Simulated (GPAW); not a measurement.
A run of GPAW 26.7.0:

Contents of run.py:

```python
from ase import Atoms
from ase.dft.bandgap import bandgap
from ase.io import write
from ase.units import GPa
from gpaw import GPAW, PW

atoms = Atoms(['Bi'],
              cell=[[-1.9814305318, 1.9814305318, 1.9814305318],
                    [1.9814305318, -1.9814305318, 1.9814305318],
                    [1.9814305318, 1.9814305318, -1.9814305318]],
              scaled_positions=[[0.0, 0.0, 0.0]],
              pbc=True)

calc = GPAW(mode=PW(600),
            xc='LDA',
            kpts={'size': (9, 9, 9), 'gamma': True},
            occupations={'name': 'fermi-dirac', 'width': 0.05},
            nbands=15,
            convergence={'density': 1e-05, 'energy': 1e-05},
            maxiter=150,
            txt='gpaw.txt')
atoms.calc = calc
energy = atoms.get_potential_energy()
forces = atoms.get_forces()
stress = atoms.get_stress()
calc.write('gs.gpw')
write('result.traj', atoms)
print(f'Energy: {energy:.6f} eV')
print('Forces (eV/A):')
print(forces.round(4))
print('Stress (GPa):', (stress / GPa).round(3))
print('Fermi level:', round(calc.get_fermi_level(), 4), 'eV')
print(f'Gap: {bandgap(calc)[0]:.4f} eV, direct: {bandgap(calc, direct=True)[0]:.4f} eV')

path = atoms.cell.bandpath('GHNGPH,PN', npoints=100, eps=1e-4)
bs_calc = calc.fixed_density(kpts=path, symmetry='off', nbands=25,
                             convergence={'bands': 'CBM+6.0', 'eigenstates': 1e-6}, txt='bands.txt')
bs = bs_calc.band_structure()
bs.write('bs.json')
print(f'Gap on the path: {bandgap(bs_calc)[0]:.4f} eV')
```

Potentials or basis: the program's PAW data sets (release 1.2.1) made for this functional, pw.

Run with:

```console
$ OMP_NUM_THREADS=1 python run.py
```

Hardware: 1 thread of Arm Neoverse V1 (shared host).

Q: How long does it take, and how much memory?

A: It took 22 s on 1 thread of Arm Neoverse V1 (shared host), peak memory 0.21 GiB. Counts: scf iterations 12, plane waves 1055, bands 15, k points 35.
